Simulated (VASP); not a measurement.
A run of VASP 6.6.1:

File INCAR:

```
SYSTEM = FeSi
ALGO = Normal
EDIFF = 1E-6
EDIFFG = -0.03
ENCUT = 600
GGA = PE
IBRION = 2
ISIF = 3
ISMEAR = 0
LASPH = .True.
LCHARG = .False.
LREAL = .False.
LWAVE = .False.
NELM = 100
NSW = 80
PREC = Accurate
SIGMA = 0.05
```

File KPOINTS:

```
k-points
0
Gamma
  4 4 4
  0 0 0
```

POSCAR

```
FeSi
1.0
    4.5507000000      0.0000000000      0.0000000000
    0.0000000000      4.5507000000      0.0000000000
    0.0000000000      0.0000000000      4.5507000000
Fe Si
4 4
Direct
    0.1365200000      0.1365200000      0.1365200000
    0.3634800000      0.8634800000      0.6365200000
    0.6365200000      0.3634800000      0.8634800000
    0.8634800000      0.6365200000      0.3634800000
    0.8424000000      0.8424000000      0.8424000000
    0.6576000000      0.1576000000      0.3424000000
    0.3424000000      0.6576000000      0.1576000000
    0.1576000000      0.3424000000      0.6576000000
```

Potentials or basis: VASP PAW PBE potentials, release 64 (Fe, Si).

The run is started by

```bash
$ cat potpaw_PBE.64/Fe/POTCAR potpaw_PBE.64/Si/POTCAR > POTCAR
$ mpirun -np 1 vasp_std > vasp.out
```

Hardware: 1 thread of AMD EPYC 9R45 96-Core Processor (Zen 5), with other jobs on the host.

Q: Estimate the wall time of this run.

A: It took 76 s on 1 thread of AMD EPYC 9R45 96-Core Processor (Zen 5) (shared host), peak memory 0.19 GiB. Counts: scf iterations 45, k points 11, ion steps 5.
